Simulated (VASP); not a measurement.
## Rb: single point with BLYP

Rb:

```
Rb
1.0
     0.00000    5.51902    5.51902
     5.51902    0.00000    5.51902
     5.51902    5.51902    0.00000
Rb
2
Direct
  0.12500 0.12500 0.12500
  0.87500 0.87500 0.87500
```

This isn't the form of Rb at room conditions, which is bcc.

```
Program                : VASP 6.6.1
Task                   : single point
Functional             : BLYP
Potentials or basis    : VASP PAW PBE potentials, release 64 (Rb_sv)
Cutoff                 : 520 eV
k mesh                 : 8 × 8 × 8
Occupations            : fermi-dirac, width 0.1 eV
Spin                   : no spin polarisation
Dipole correction      : no
Further INCAR settings : ALGO = Fast; EDIFF = 1e-06; NBANDS = 16
```

| Property | Result |
| --- | --- |
| Pressure | 0.0 GPa |
| Band gap on the k mesh | none (metal or under the smearing width) |

Levels at points of the mesh, in eV from the Fermi level:
```
           k point  band 7  band 8  band 9  band 10  band 11  band 12
(0.00, 0.00, 0.00)  -13.33  -13.33   -1.25     1.94     1.94     1.94
(0.50, 0.00, 0.00)  -13.33  -13.33   -0.58     0.25     1.81     1.88
(0.50, 0.50, 0.00)  -13.33  -13.33   -0.01    -0.01     1.35     1.35
```

It took 2 min on 1 thread of Intel(R) Xeon(R) 6975P-C (Granite Rapids), with other jobs on the host, peak memory 0.54 GiB.

Caveat: the PAW data sets were made with another functional, which shifts forces and pressure a little.
